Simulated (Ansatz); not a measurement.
Runs of Ansatz 0.2.0 on Pt. It takes space group Fm-3m (No. 225, cubic). The conventional cell has a = 3.922 Å, b = 3.922 Å, c = 3.922 Å, α = 90.00°, β = 90.00°, γ = 90.00°. Pt (site symmetry m-3m) is surrounded by 12 Pt at 2.77 Å. 

| task | level | cell | cutoff (eV) | smearing | gap on the mesh (eV) | pressure (GPa) | relaxed volume (Å³/atom) |
| --- | --- | --- | --- | --- | --- | --- | --- |
| single point | PBE | as given | 270 | gaussian 0.02 eV | none | 10.2 | - |
| single point | PBE | as given | 270 | gaussian 0.027 eV | none | 10.2 | - |
| single point | PBEsol | as given | 270 | gaussian 0.1 eV | none | -0.7 | - |
| single point | PBE | as given | 270 | gaussian 0.012 eV | none | 10.2 | - |
| relaxation of cell and atoms | RPBE+D3(BJ) | relaxed | - | fermi-dirac 0.05 eV | - | 0.0 | (a) |
| single point | PBE | as given | 270 | gaussian 0.025 eV | none | 10.2 | - |
| relaxation of cell and atoms | revPBE+D4 | relaxed | - | fermi-dirac 0.05 eV | - | 0.0 | 15.10 |
| single point | PBE | as given | 270 | gaussian 0.028 eV | none | 10.2 | - |

Alike in all rows: potentials or basis all-electron LAPW, scalar-relativistic; no spin polarisation; k mesh 12 × 12 × 12; basis error allowed 0.001 eV/atom.

Task: Fill in the values left out.

Result: (a) 13.53.

Caveats: the volume moved by -10 % from the deposited cell, more than functionals usually miss (some runs).

A k mesh can miss the band edges, and the runs leave out spin-orbit coupling on Pt.

A gap of «none» marks a metal or a gap under the smearing width.

Not every run made on this cell is shown here.
